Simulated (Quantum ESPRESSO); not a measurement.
# PtS2 (P-3m1) in Quantum ESPRESSO: reference runs

Reference runs on PtS2: the cell as given and a disturbed copy.

Everything below comes from runs of Quantum ESPRESSO 7.5. Logs are shortened: lines on timing, memory, paths and dates and some standing lists are left out, and cuts for length are marked.

**1. The structure**

It takes space group P-3m1 (No. 164, trigonal). Conventional cell: a = 3.543 Å, b = 3.543 Å, c = 5.039 Å, α = 90.00°, β = 90.00°, γ = 120.00°. Pt (site symmetry -3m) is surrounded by 6 S at 2.34 Å. Around S (site symmetry 3m) lie 3 Pt at 2.34 Å.

**2. Single point, PBE**

The input, pw.in:

```
&CONTROL
  calculation = 'scf'
  prefix = 'pwscf'
  outdir = './tmp'
  pseudo_dir = './pseudo'
  tprnfor = .true.
  tstress = .true.
  disk_io = 'low'
/
&SYSTEM
  ibrav = 0
  nat = 3
  ntyp = 2
  ecutwfc = 55
  ecutrho = 440
  nbnd = 21
  occupations = 'smearing'
  smearing = 'fd'
  degauss = 0.00367493
/
&ELECTRONS
  conv_thr = 6d-10
  electron_maxstep = 120
  mixing_beta = 0.5
/
ATOMIC_SPECIES
Pt   195.0840 pt_pbe_v1.4.uspp.F.UPF
S     32.0600 s_pbe_v1.4.uspp.F.UPF
CELL_PARAMETERS angstrom
   3.5432000000    0.0000000000    0.0000000000
  -1.7716000000    3.0685012107    0.0000000000
   0.0000000000    0.0000000000    5.0388000000
ATOMIC_POSITIONS crystal
Pt     0.0000000000    0.0000000000    0.0000000000
S      0.6666666667    0.3333333333    0.7730000000
S      0.3333333333    0.6666666667    0.2270000000
K_POINTS automatic
9 9 5 0 0 0
```

The input, pp_density.in:

```
&INPUTPP
  prefix = 'pwscf'
  outdir = './tmp'
  filplot = 'density.dat'
  plot_num = 0
/
&PLOT
  nfile = 1
  filepp(1) = 'density.dat'
  iflag = 3
  output_format = 6
  fileout = 'density.cube'
/
```

The input, pp_potential.in:

```
&INPUTPP
  prefix = 'pwscf'
  outdir = './tmp'
  filplot = 'potential.dat'
  plot_num = 11
/
&PLOT
  nfile = 1
  filepp(1) = 'potential.dat'
  iflag = 3
  output_format = 6
  fileout = 'potential.cube'
/
```

Potentials or basis: SSSP 1.3 efficiency PBE.

Launch:

```sh
OMP_NUM_THREADS=1 pw.x -in pw.in > pw.out
OMP_NUM_THREADS=1 pp.x -in pp_density.in > pp_density.out
OMP_NUM_THREADS=1 pp.x -in pp_potential.in > pp_potential.out
```

pw.out:

```text
This program is part of the open-source Quantum ESPRESSO suite
     for quantum simulation of materials; please cite
[... 9 lines left out ...]
     --------------------
     sticks:   dense  smooth     PW     G-vecs:    dense   smooth      PW
     Sum        1369     673    199                57675    20505    3307

     Using Slab Decomposition

     bravais-lattice index     =            0
     lattice parameter (alat)  =       6.6957  a.u.
     unit-cell volume          =     369.6968 (a.u.)^3
     number of atoms/cell      =            3
     number of atomic types    =            2
     number of electrons       =        28.00
     number of Kohn-Sham states=           21
     kinetic-energy cutoff     =      55.0000  Ry
     charge density cutoff     =     440.0000  Ry
     scf convergence threshold =      6.0E-10
     mixing beta               =       0.5000
     number of iterations used =            8  plain     mixing
     Exchange-correlation=  SLA  PW   PBX  PBC
                           (   1   4   3   4   0   0   0)

     celldm(1)=   6.695678  celldm(2)=   0.000000  celldm(3)=   0.000000
     celldm(4)=   0.000000  celldm(5)=   0.000000  celldm(6)=   0.000000

     crystal axes: (cart. coord. in units of alat)
               a(1) = (   1.000000   0.000000   0.000000 )
               a(2) = (  -0.500000   0.866025   0.000000 )
               a(3) = (   0.000000   0.000000   1.422104 )

     reciprocal axes: (cart. coord. in units 2 pi/alat)
               b(1) = (  1.000000  0.577350 -0.000000 )
               b(2) = (  0.000000  1.154701  0.000000 )
               b(3) = (  0.000000 -0.000000  0.703183 )

     PseudoPot. # 1 for Pt read from file:
     pt_pbe_v1.4.uspp.F.UPF
     Pseudo is Ultrasoft + core correction, Zval = 16.0
     Generated by new atomic code, or converted to UPF format
     Using radial grid of  985 points,  6 beta functions with:
                l(1) =   0
                l(2) =   0
                l(3) =   1
                l(4) =   1
                l(5) =   2
                l(6) =   2
     Q(r) pseudized with  8 coefficients,  rinner =    1.300   1.300   1.300
                                                       1.300   1.300

     PseudoPot. # 2 for S  read from file:
     s_pbe_v1.4.uspp.F.UPF
     Pseudo is Ultrasoft + core correction, Zval =  6.0
     Generated by new atomic code, or converted to UPF format
     Using radial grid of  907 points,  6 beta functions with:
                l(1) =   0
                l(2) =   0
                l(3) =   1
                l(4) =   1
                l(5) =   2
                l(6) =   2
     Q(r) pseudized with  8 coefficients,  rinner =    1.300   1.300   1.300
                                                       1.300   1.300

     atomic species   valence    mass     pseudopotential
     Pt               16.00   195.08400     Pt( 1.00)
     S                 6.00    32.06000     S ( 1.00)

     12 Sym. Ops., with inversion, found

   Cartesian axes

     site n.     atom                  positions (alat units)
         1        Pt     tau(   1) = (   0.0000000   0.0000000   0.0000000  )
         2        S      tau(   2) = (   0.5000000   0.2886751   1.0992866  )
         3        S      tau(   3) = (  -0.0000000   0.5773503   0.3228177  )

     number of k points=    50  Fermi-Dirac smearing, width (Ry)=  0.0037
                       cart. coord. in units 2pi/alat
        k(    1) = (   0.0000000   0.0000000   0.0000000), wk =   0.0049383
        k(    2) = (   0.0000000   0.0000000   0.1406367), wk =   0.0098765
        k(    3) = (   0.0000000   0.0000000   0.2812733), wk =   0.0098765
        k(    4) = (   0.0000000   0.1283001   0.0000000), wk =   0.0296296
        k(    5) = (   0.0000000   0.1283001   0.1406367), wk =   0.0296296
        k(    6) = (   0.0000000   0.1283001   0.2812733), wk =   0.0296296
[... 42 lines left out ...]
        k(   49) = (  -0.2222222   0.5132002  -0.1406367), wk =   0.0592593
        k(   50) = (  -0.2222222   0.5132002  -0.2812733), wk =   0.0592593

     Dense  grid:    57675 G-vectors     FFT dimensions: (  45,  45,  64)

     Smooth grid:    20505 G-vectors     FFT dimensions: (  32,  32,  45)

     Initial potential from superposition of free atoms

     starting charge      27.4999, renormalised to      28.0000

     negative rho (up, down):  1.837E-01 0.000E+00
     Starting wfcs are   20 randomized atomic wfcs +    1 random wfcs

     Self-consistent Calculation

     iteration #  1     ecut=    55.00 Ry     beta= 0.50
     Davidson diagonalization with overlap
     ethr =  1.00E-02,  avg # of iterations =  5.5

     negative rho (up, down):  1.695E-01 0.000E+00

     total energy              =    -257.90643666 Ry
     estimated scf accuracy    <       2.26013372 Ry

     iteration #  2     ecut=    55.00 Ry     beta= 0.50
     Davidson diagonalization with overlap
     ethr =  8.07E-03,  avg # of iterations =  2.0

     negative rho (up, down):  1.740E-01 0.000E+00

     total energy              =    -258.58696278 Ry
     estimated scf accuracy    <       2.53392651 Ry

     iteration #  3     ecut=    55.00 Ry     beta= 0.50
     Davidson diagonalization with overlap
     ethr =  8.07E-03,  avg # of iterations =  1.2

     negative rho (up, down):  1.728E-01 0.000E+00

     total energy              =    -258.94938539 Ry
     estimated scf accuracy    <       0.01987050 Ry

     iteration #  4     ecut=    55.00 Ry     beta= 0.50
     Davidson diagonalization with overlap
     ethr =  7.10E-05,  avg # of iterations =  6.0

     negative rho (up, down):  1.720E-01 0.000E+00

     total energy              =    -258.95892411 Ry
     estimated scf accuracy    <       0.00405729 Ry

     iteration #  5     ecut=    55.00 Ry     beta= 0.50
     Davidson diagonalization with overlap
     ethr =  1.45E-05,  avg # of iterations =  3.2

     negative rho (up, down):  1.722E-01 0.000E+00

     total energy              =    -258.95949152 Ry
     estimated scf accuracy    <       0.00019081 Ry

     iteration #  6     ecut=    55.00 Ry     beta= 0.50
     Davidson diagonalization with overlap
     ethr =  6.81E-07,  avg # of iterations =  4.4

     negative rho (up, down):  1.722E-01 0.000E+00

     total energy              =    -258.95955461 Ry
     estimated scf accuracy    <       0.00000683 Ry

     iteration #  7     ecut=    55.00 Ry     beta= 0.50
     Davidson diagonalization with overlap
     ethr =  2.44E-08,  avg # of iterations =  3.9

     negative rho (up, down):  1.722E-01 0.000E+00

     total energy              =    -258.95955886 Ry
     estimated scf accuracy    <       0.00000031 Ry

     iteration #  8     ecut=    55.00 Ry     beta= 0.50
     Davidson diagonalization with overlap
     ethr =  1.12E-09,  avg # of iterations =  3.1

     negative rho (up, down):  1.722E-01 0.000E+00

     total energy              =    -258.95955897 Ry
     estimated scf accuracy    <       0.00000002 Ry

     iteration #  9     ecut=    55.00 Ry     beta= 0.50
     Davidson diagonalization with overlap
     ethr =  6.92E-11,  avg # of iterations =  3.3

     negative rho (up, down):  1.722E-01 0.000E+00

     total energy              =    -258.95955898 Ry
     estimated scf accuracy    <          4.8E-09 Ry

     iteration # 10     ecut=    55.00 Ry     beta= 0.50
     Davidson diagonalization with overlap
     ethr =  1.72E-11,  avg # of iterations =  2.1

     negative rho (up, down):  1.722E-01 0.000E+00

     End of self-consistent calculation

          k = 0.0000 0.0000 0.0000 (  2561 PWs)   bands (ev):

   -43.1255 -43.1255 -42.9515  -4.8298  -1.5699   3.7010   3.7010   3.8355
     6.7624   6.7624   8.9590   9.6027   9.6027  10.6252  13.2056  13.2056
    15.5206  16.5115  18.5981  18.5981  22.6813

          k = 0.0000 0.0000 0.1406 (  2525 PWs)   bands (ev):

   -43.1255 -43.1255 -42.9515  -4.7445  -1.8106   3.7079   3.7079   4.2317
     6.7544   6.7544   8.8178   9.5361   9.5361  10.2865  13.3630  13.3630
    15.6435  17.1150  18.5082  18.5082  21.8171

          k = 0.0000 0.0000 0.2813 (  2512 PWs)   bands (ev):

   -43.1255 -43.1255 -42.9515  -4.5828  -2.1940   3.7191   3.7191   4.9570
     6.7418   6.7418   8.3775   9.4336   9.4336   9.8892  13.6311  13.6311
    16.0841  17.9573  18.3204  18.3204  20.5274

          k = 0.0000 0.1283 0.0000 (  2533 PWs)   bands (ev):

   -43.1282 -43.1262 -42.9511  -4.6627  -1.6779   3.8136   3.8374   4.0029
     6.5208   6.6377   8.4748   9.5923   9.6106  10.7060  12.5800  13.0819
    16.2819  17.1001  18.3208  19.1138  21.6461

          k = 0.0000 0.1283 0.1406 (  2529 PWs)   bands (ev):

   -43.1282 -43.1262 -42.9511  -4.5790  -1.8847   3.7147   3.8092   4.4672
     6.4845   6.6393   8.4414   9.3136   9.6646  10.6541  12.8206  12.9400
    16.2686  17.2136  18.5737  19.3187  20.8596

          k = 0.0000 0.1283 0.2813 (  2533 PWs)   bands (ev):

   -43.1283 -43.1262 -42.9512  -4.4175  -2.2322   3.6976   3.8221   5.0842
     6.4707   6.6149   8.4652   8.8062   9.5765  10.4771  12.9310  13.1669
    16.6022  17.4479  18.9291  19.1033  19.8927

          k = 0.0000 0.2566 0.0000 (  2540 PWs)   bands (ev):

   -43.1352 -43.1280 -42.9502  -4.1942  -1.9361   4.1027   4.1181   4.5162
     5.7666   6.4385   7.8147   9.3632   9.3731  10.2978  12.2449  13.0433
    16.3966  18.1588  19.1073  19.9939  20.1178

          k = 0.0000 0.2566 0.1406 (  2541 PWs)   bands (ev):

   -43.1352 -43.1280 -42.9503  -4.1222  -2.0557   3.7973   4.0808   4.9910
     5.6655   6.4610   7.8058   9.4444   9.5141  10.7504  11.8150  12.7021
    16.0813  17.8292  19.4183  20.2240  20.5847

          k = 0.0000 0.2566 0.2813 (  2547 PWs)   bands (ev):

   -43.1353 -43.1280 -42.9503  -3.9639  -2.3205   3.7084   4.0879   5.1967
     5.8607   6.4295   7.8628   9.4852   9.5461  10.3584  11.8493  12.6898
    16.1968  17.9144  18.9596  20.4994  20.5337

          k = 0.0000 0.3849 0.0000 (  2542 PWs)   bands (ev):

   -43.1432 -43.1300 -42.9492  -3.5408  -2.2216   3.9705   4.4050   5.2029
     5.3238   6.4892   7.5274   8.7005   8.7235   9.3930  12.4115  13.2966
    16.0699  18.2251  19.4011  19.4935  20.1784

          k = 0.0000 0.3849 0.1406 (  2553 PWs)   bands (ev):

   -43.1432 -43.1300 -42.9493  -3.5100  -2.2293   3.6994   4.3620   4.8437
     5.7913   6.5465   7.5606   8.8110   8.8494  10.1024  11.7674  12.9258
    15.8926  17.4062  20.0311  20.0390  20.9617

          k = 0.0000 0.3849 0.2813 (  2541 PWs)   bands (ev):

   -43.1432 -43.1300 -42.9493  -3.3776  -2.3868   3.5887   4.3460   4.6840
     6.1130   6.5380   7.6667   8.7775   8.9297  10.1461  11.8695  12.6819
    15.9039  17.1631  19.3971  20.8721  21.4540
[... 183 lines left out ...]
   -43.1483 -43.1313 -42.9486  -2.8697  -2.5370   3.2612   4.5258   5.6697
     5.7797   6.9865   7.4776   7.8930   8.2046   8.4565  13.0397  13.3343
    15.7710  17.2580  19.4993  19.5530  20.9252

          k = 0.0000 0.5132-0.2813 (  2550 PWs)   bands (ev):

   -43.1483 -43.1313 -42.9486  -2.9013  -2.4563   3.1020   4.4707   5.2967
     5.9216   7.0574   7.5337   8.0004   8.0619   9.2044  12.9155  13.1574
    15.7729  16.8295  18.7561  20.7713  20.8769

          k =-0.1111 0.3208-0.1406 (  2542 PWs)   bands (ev):

   -43.1398 -43.1301 -42.9496  -3.6902  -2.2502   4.1402   4.2830   4.9149
     5.7593   6.0689   7.6544   8.8130   9.1114   9.7623  12.6111  12.7448
    16.8908  18.1613  18.7648  19.9618  20.3527

          k =-0.1111 0.3208-0.2813 (  2543 PWs)   bands (ev):

   -43.1398 -43.1301 -42.9496  -3.5446  -2.4340   3.8775   4.2197   5.0081
     6.0005   6.1110   7.7176   9.0805   9.4309   9.5007  12.0899  12.7481
    16.9236  17.8537  19.2439  19.8859  20.5828

          k =-0.1111 0.4491-0.1406 (  2540 PWs)   bands (ev):

   -43.1458 -43.1323 -42.9487  -3.0384  -2.4745   3.6876   4.4610   5.2624
     5.7997   6.3513   7.5416   7.9160   8.6221   9.1321  12.7761  12.9898
    16.2667  17.9993  19.2962  19.5816  20.6431

          k =-0.1111 0.4491-0.2813 (  2547 PWs)   bands (ev):

   -43.1458 -43.1323 -42.9488  -2.9623  -2.5239   3.5168   4.3539   5.0570
     6.1098   6.3560   7.5818   7.9879   8.8248   9.2408  12.5474  13.0729
    16.3471  17.4605  19.2050  20.3707  20.7067

          k =-0.2222 0.5132-0.1406 (  2552 PWs)   bands (ev):

   -43.1455 -43.1370 -42.9483  -2.6630  -2.5390   3.6827   4.3956   4.9264
     5.9720   6.2708   7.3241   7.7224   8.7054   9.3748  12.1651  12.6114
    16.7606  18.4931  19.2607  19.7549  21.0229

          k =-0.2222 0.5132-0.2813 (  2558 PWs)   bands (ev):

   -43.1455 -43.1370 -42.9483  -2.6459  -2.5297   3.6152   4.2646   5.0250
     5.9856   6.3220   7.3348   7.5763   8.8218   9.0529  12.5428  13.1221
    17.1815  17.9548  19.3995  19.6213  20.6184

     the Fermi energy is    11.2312 ev

!    total energy              =    -258.95955898 Ry
     estimated scf accuracy    <          5.7E-10 Ry
     smearing contrib. (-TS)   =      -0.00000031 Ry
     internal energy E=F+TS    =    -258.95955866 Ry

     The total energy is F=E-TS. E is the sum of the following terms:
     one-electron contribution =     -98.35244466 Ry
     hartree contribution      =      64.15742627 Ry
     xc contribution           =     -73.88567245 Ry
     ewald contribution        =    -150.87886783 Ry

     convergence has been achieved in  10 iterations

     negative rho (up, down):  1.722E-01 0.000E+00

     Forces acting on atoms (cartesian axes, Ry/au):

     atom    1 type  1   force =     0.00000000    0.00000000    0.00000000
     atom    2 type  2   force =     0.00000000   -0.00000000   -0.04847453
     atom    3 type  2   force =     0.00000000   -0.00000000    0.04847453

     Total force =     0.068553     Total SCF correction =     0.000031

     Computing stress (Cartesian axis) and pressure

     negative rho (up, down):  1.722E-01 0.000E+00
          total   stress  (Ry/bohr**3)                   (kbar)     P=      113.65
   0.00081032  -0.00000000   0.00000000          119.20       -0.00        0.00
   0.00000000   0.00081032   0.00000000            0.00      119.20        0.00
   0.00000000   0.00000000   0.00069700            0.00        0.00      102.53

=------------------------------------------------------------------------------=
   JOB DONE.
=------------------------------------------------------------------------------=
```

Wall time 51 s (1 thread of Arm Neoverse V1, shared host); peak memory 0.27 GiB.

Results:

```yaml
Free_energy: -3523.3243 eV
Pressure: 11.4 GPa
Largest_force: 1.246 eV/Å
Band_gap_on_the_k_mesh: 1.02 eV, indirect (least direct gap 1.06 eV)
```

Forces on the atoms (eV/Å):
```
Pt   0.000  0.000  0.000
S    0.000  0.000 -1.246
S    0.000  0.000  1.246
```

Levels at points of the mesh, in eV from the valence-band top:
```csv
k point,band 11,band 12,band 13,band 14,band 15,band 16,band 17,band 18
"(0.00, 0.00, 0.00)",-1.79,-1.15,-1.15,-0.13,2.46,2.46,4.77,5.76
```

Caveat: spin-orbit coupling is left out, which moves the levels of the heavy elements; an odd mesh through Γ misses points on the zone boundary, where band edges often lie; forces of over 1 eV/Å show positions far from the minimum, so gaps and moduli don't describe the material at rest.

**3. Single point, PBE (atoms moved at random, drawn with an rms of 0.05 Å)**

Changes to pw.in since step 2:

```diff
@@ -7,3 +7,3 @@
   tstress = .true.
-  disk_io = 'low'
+  disk_io = 'nowf'
 /
@@ -33,5 +33,5 @@
 ATOMIC_POSITIONS crystal
-Pt     0.0000000000    0.0000000000    0.0000000000
-S      0.6666666667    0.3333333333    0.7730000000
-S      0.3333333333    0.6666666667    0.2270000000
+Pt    -0.0005740000   -0.0065100000    0.0100490000
+S      0.6671830000    0.3310740000    0.7716870000
+S      0.3350640000    0.6714820000    0.2343540000
 K_POINTS automatic
```

Potentials or basis: SSSP 1.3 efficiency PBE.

Launch:

```sh
OMP_NUM_THREADS=1 pw.x -in pw.in > pw.out
```

pw.out:

```text
This program is part of the open-source Quantum ESPRESSO suite
     for quantum simulation of materials; please cite
[... 6 lines left out ...]
     --------------------
     sticks:   dense  smooth     PW     G-vecs:    dense   smooth      PW
     Sum        1369     673    199                57675    20505    3307

     Using Slab Decomposition

     bravais-lattice index     =            0
     lattice parameter (alat)  =       6.6957  a.u.
     unit-cell volume          =     369.6968 (a.u.)^3
     number of atoms/cell      =            3
     number of atomic types    =            2
     number of electrons       =        28.00
     number of Kohn-Sham states=           21
     kinetic-energy cutoff     =      55.0000  Ry
     charge density cutoff     =     440.0000  Ry
     scf convergence threshold =      6.0E-10
     mixing beta               =       0.5000
     number of iterations used =            8  plain     mixing
     Exchange-correlation=  SLA  PW   PBX  PBC
                           (   1   4   3   4   0   0   0)

     celldm(1)=   6.695678  celldm(2)=   0.000000  celldm(3)=   0.000000
[... 157 lines left out ...]
     End of self-consistent calculation

     Number of k-points >= 100: set verbosity='high' to print the bands.

     the Fermi energy is    11.2071 ev

!    total energy              =    -258.96150235 Ry
     estimated scf accuracy    <          3.9E-10 Ry
     smearing contrib. (-TS)   =      -0.00000054 Ry
     internal energy E=F+TS    =    -258.96150181 Ry

     The total energy is F=E-TS. E is the sum of the following terms:
     one-electron contribution =     -96.66473175 Ry
     hartree contribution      =      63.33650894 Ry
     xc contribution           =     -73.85868035 Ry
     ewald contribution        =    -151.77459865 Ry

     convergence has been achieved in  10 iterations

     negative rho (up, down):  1.741E-01 0.000E+00

     Forces acting on atoms (cartesian axes, Ry/au):

     atom    1 type  1   force =    -0.00648799    0.01846803   -0.02863277
     atom    2 type  2   force =     0.00079373   -0.00344550   -0.02248917
     atom    3 type  2   force =     0.00569426   -0.01502253    0.05112194

     Total force =     0.067770     Total SCF correction =     0.000044

     Computing stress (Cartesian axis) and pressure

     negative rho (up, down):  1.741E-01 0.000E+00
          total   stress  (Ry/bohr**3)                   (kbar)     P=       95.75
   0.00072881  -0.00001629   0.00002637          107.21       -2.40        3.88
  -0.00001629   0.00065004  -0.00006108           -2.40       95.62       -8.98
   0.00002637  -0.00006108   0.00057393            3.88       -8.98       84.43

=------------------------------------------------------------------------------=
   JOB DONE.
=------------------------------------------------------------------------------=
```

Wall time 2.7 min (1 thread of Arm Neoverse V1, shared host); peak memory 0.39 GiB.

Results:

```yaml
Free_energy: -3523.3507 eV
Pressure: 9.6 GPa
Largest_force: 1.378 eV/Å
Band_gap_on_the_k_mesh: 0.89 eV, indirect (least direct gap 1.02 eV)
```

Forces on the atoms (eV/Å):
```
Pt  -0.167  0.475 -0.736
S    0.020 -0.089 -0.578
S    0.146 -0.386  1.314
```

Levels at points of the mesh, in eV from the valence-band top:
| k point | band 12 | band 13 | band 14 | band 15 | band 16 | band 17 |
| --- | --- | --- | --- | --- | --- | --- |
| (0.00, 0.00, 0.00) | -1.15 | -1.08 | -0.07 | 2.31 | 2.39 | 4.72 |

Caveat: spin-orbit coupling is left out, which moves the levels of the heavy elements; an odd mesh through Γ misses points on the zone boundary, where band edges often lie.
